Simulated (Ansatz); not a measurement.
# An N–Ge split interstitial in diamond Ge, 65 atoms, charge −1

How does the host give way around this defect, what does it cost to form, and which levels does it put into the gap? The levels of theory are PBEsol and r²SCAN.

Method: density functional theory in Ansatz 0.2.0, PAW datasets, plane waves.

### 1 The system as built

65 atoms (64 Ge, 1 N); a = 11.351 Å, b = 11.351 Å, c = 11.351 Å, α = 90.00°, β = 90.00°, γ = 90.00°. All atoms were shaken off their sites by about 0.02 Å along each axis. Defect site 1: (0.500, 0.500, 0.500). Starting moments add up to 2 μB.

Steps to follow: (2) PBEsol relaxation at the single k point (¼, ¼, ¼), on 1 × NVIDIA GB200 with 8 threads of Arm Neoverse-V2; (3) r²SCAN single point at the single k point (¼, ¼, ¼), on 1 × NVIDIA GB200 with 8 threads of Arm Neoverse-V2.

### 2 Relaxation of the positions (PBEsol)

in.yaml

```yaml
crystal:
  lattice:
    - [11.351184, 0.000000, 0.000000]
    - [0.000000, 11.351184, 0.000000]
    - [0.000000, 0.000000, 11.351184]
  atoms:
    - { symbol: Ge, position: [0.000650, 0.001938, 0.998483] }
    - { symbol: Ge, position: [0.002002, 0.000048, 0.498100] }
    - { symbol: Ge, position: [0.000640, 0.500059, 0.998362] }
    - { symbol: Ge, position: [0.999334, 0.498974, 0.503016] }
    - { symbol: Ge, position: [0.496993, 0.002264, 0.000452] }
    - { symbol: Ge, position: [0.497810, 0.998424, 0.497790] }
    - { symbol: Ge, position: [0.501918, 0.499292, 0.003380] }
    - { symbol: Ge, position: [0.436614, 0.434236, 0.502748], spin: 0.333 }
    - { symbol: Ge, position: [0.125577, 0.125201, 0.121644] }
    - { symbol: Ge, position: [0.124695, 0.124479, 0.623820] }
    - { symbol: Ge, position: [0.124369, 0.623453, 0.126004] }
    - { symbol: Ge, position: [0.128335, 0.624107, 0.625928] }
    - { symbol: Ge, position: [0.625111, 0.124679, 0.123634] }
    - { symbol: Ge, position: [0.624101, 0.122729, 0.629685] }
    - { symbol: Ge, position: [0.625852, 0.626504, 0.124941] }
    - { symbol: Ge, position: [0.622314, 0.626509, 0.625085], spin: 0.333 }
    - { symbol: Ge, position: [0.251577, 0.247592, 0.997935] }
    - { symbol: Ge, position: [0.248899, 0.249377, 0.502328] }
    - { symbol: Ge, position: [0.249923, 0.751141, 0.998860] }
    - { symbol: Ge, position: [0.250712, 0.751209, 0.499155] }
    - { symbol: Ge, position: [0.747258, 0.250056, 0.999243] }
    - { symbol: Ge, position: [0.750493, 0.249943, 0.500433] }
    - { symbol: Ge, position: [0.752493, 0.748771, 0.999804] }
    - { symbol: Ge, position: [0.750428, 0.750810, 0.497710] }
    - { symbol: Ge, position: [0.377633, 0.375307, 0.122682] }
    - { symbol: Ge, position: [0.372781, 0.376013, 0.623959], spin: 0.333 }
    - { symbol: Ge, position: [0.371825, 0.878090, 0.123640] }
    - { symbol: Ge, position: [0.375463, 0.874039, 0.623586] }
    - { symbol: Ge, position: [0.879283, 0.377954, 0.128443] }
    - { symbol: Ge, position: [0.877688, 0.372543, 0.625801] }
    - { symbol: Ge, position: [0.873199, 0.875279, 0.125542] }
    - { symbol: Ge, position: [0.877033, 0.879375, 0.626647] }
    - { symbol: Ge, position: [0.251612, 0.995390, 0.249423] }
    - { symbol: Ge, position: [0.250310, 0.001895, 0.752165] }
    - { symbol: Ge, position: [0.250888, 0.497198, 0.247600] }
    - { symbol: Ge, position: [0.247919, 0.501430, 0.747856] }
    - { symbol: Ge, position: [0.751687, 0.000062, 0.248253] }
    - { symbol: Ge, position: [0.751663, 0.002170, 0.749215] }
    - { symbol: Ge, position: [0.749372, 0.501710, 0.245914] }
    - { symbol: Ge, position: [0.752726, 0.499175, 0.749413] }
    - { symbol: Ge, position: [0.378353, 0.120180, 0.374154] }
    - { symbol: Ge, position: [0.375619, 0.127816, 0.873268] }
    - { symbol: Ge, position: [0.375970, 0.626455, 0.376725], spin: 0.333 }
    - { symbol: Ge, position: [0.373142, 0.626007, 0.877879] }
    - { symbol: Ge, position: [0.873507, 0.122192, 0.372781] }
    - { symbol: Ge, position: [0.874714, 0.124991, 0.875081] }
    - { symbol: Ge, position: [0.878266, 0.625265, 0.375865] }
    - { symbol: Ge, position: [0.875095, 0.625859, 0.875826] }
    - { symbol: Ge, position: [0.001481, 0.250320, 0.248243] }
    - { symbol: Ge, position: [0.996798, 0.250990, 0.752768] }
    - { symbol: Ge, position: [0.001625, 0.751232, 0.249973] }
    - { symbol: Ge, position: [0.000988, 0.750916, 0.748626] }
    - { symbol: Ge, position: [0.497659, 0.250321, 0.250306] }
    - { symbol: Ge, position: [0.498879, 0.248722, 0.751931] }
    - { symbol: Ge, position: [0.499024, 0.748924, 0.251642] }
    - { symbol: Ge, position: [0.498851, 0.749506, 0.748482] }
    - { symbol: Ge, position: [0.123167, 0.376777, 0.374366] }
    - { symbol: Ge, position: [0.126132, 0.372821, 0.874497] }
    - { symbol: Ge, position: [0.125405, 0.873447, 0.375816] }
    - { symbol: Ge, position: [0.123198, 0.875828, 0.872340] }
    - { symbol: Ge, position: [0.623035, 0.373983, 0.377554], spin: 0.333 }
    - { symbol: Ge, position: [0.625393, 0.373673, 0.875360] }
    - { symbol: Ge, position: [0.624059, 0.874416, 0.377396] }
    - { symbol: Ge, position: [0.622106, 0.878529, 0.877360] }
    - { symbol: N, position: [0.564761, 0.564352, 0.500773], spin: 0.333 }
  symmetry: { detect: false }
kpoints:
  mp_grid: { grid: [1, 1, 1], shift: [0.25, 0.25, 0.25] }
hamiltonian:
  xc: pbesol
total_charge: -1
magnetization:
  spin_polarized: true
scf:
  occupations: { method: fermi_dirac, width: 0.01 }
relax:
  f_tol: 0.03
  max_steps: 80
  escape_saddle: false
  adjacent_minimum: "off"
output:
  forces: true
  eigenvalues: true
  populations: true
  charged_corrections: { epsilon: 16 }
```

On the command line:

```bash
> ansatz run in.yaml --threads 8 --pin off --max-ram 118750MiB --runs-dir r --events-out ev --progress --plain --backend cuda --devices 0, --max-vram 170GiB
```

Further steps of the session: r²SCAN single point.

**Question.** What will these runs give? Wanted: for each run, formation energy; host gap; top filled to lowest empty; moment.

As calculated:

```
             level         time  formation energy (eV)  host gap (eV)  top filled to lowest empty (eV)  moment (μB)
PBEsol, relaxation   15 s (GPU)                   2.94           0.00                             0.31         0.00
            r²SCAN  9.4 s (GPU)                   3.37           0.36                             0.60         0.00
```

```
     quantity                              value
   relaxation  10 recorded steps, 8.13 eV gained
largest shift                       0.93 Å (Ge8)
```

**In words.** Relaxation gains 8.13 eV, with shifts up to 0.93 Å (Ge8). The formation energy at E_F = VBM goes from 2.94 eV (PBEsol) to 3.37 eV (r²SCAN), as the host gap goes from 0.00 to 0.36 eV. The reservoirs are the elements' reference phases; where the defect changes the composition, the value depends on that choice. r²SCAN shows no level inside the gap that the count of atoms sharing it marks as tightly localised. The host's edges were read at Γ, so band-like levels at this k point need not coincide with them. Finite-cell errors of some tenths of an eV remain in such numbers. The dielectric constant of 16.0 in the correction is an assumed value.
